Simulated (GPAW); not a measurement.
A run of GPAW 26.7.0:

File run.py:

```python
from ase import Atoms
from ase.eos import EquationOfState
from ase.io import Trajectory
from ase.units import GPa
from gpaw import GPAW, PW

atoms = Atoms(['Pt', 'Se', 'Se'],
              cell=[[3.724, 0.0, 0.0],
                    [-1.862, 3.2250786037, 0.0],
                    [0.0, 0.0, 5.062]],
              scaled_positions=[[0.0, 0.0, 0.0],
                                [0.6666666667, 0.3333333333, 0.75],
                                [0.3333333333, 0.6666666667, 0.25]],
              pbc=True)

traj = Trajectory('eos.traj', 'w')
volumes, energies = [], []
for x in [0.94, 0.96, 0.98, 1.0, 1.02, 1.04, 1.06]:
    a = atoms.copy()
    a.set_cell(atoms.cell * x**(1 / 3), scale_atoms=True)
    calc = GPAW(mode=PW(600),
                xc='MGGA_X_R2SCAN+MGGA_C_R2SCAN',
                kpts={'size': (7, 7, 4), 'gamma': True},
                occupations={'name': 'fermi-dirac', 'width': 0.05},
                nbands=26,
                convergence={'density': 1e-05, 'energy': 1e-05},
                maxiter=150,
                txt=f'eos-{x:.2f}.txt')
    a.calc = calc
    energies.append(a.get_potential_energy(force_consistent=True))
    volumes.append(a.get_volume())
    p = -a.get_stress()[:3].mean() / GPa
    calc.write(f'eos-{x:.2f}.gpw')
    traj.write(a)
    print(f'{x:.2f} {volumes[-1]:10.4f} A^3 {energies[-1]:14.6f} eV {p:9.3f} GPa', flush=True)

v0, e0, B = EquationOfState(volumes, energies, eos='birchmurnaghan').fit()
print(f'V0 = {v0:.4f} A^3, E0 = {e0:.6f} eV, B0 = {B / GPa:.2f} GPa')
```

Potentials or basis: GPAW PAW data sets (gpaw-data 1.2.1), pw.

Launch:

```bash
$ OMP_NUM_THREADS=1 python run.py
```

Hardware: 1 thread of Arm Neoverse V2, with other jobs on the host.

How long does it take, and how much memory?

Run time: 10 min on 1 thread of Arm Neoverse V2, on a shared host, peak memory 1.2 GiB. Counts: scf iterations 77, plane waves 1928, bands 26, k points 28.
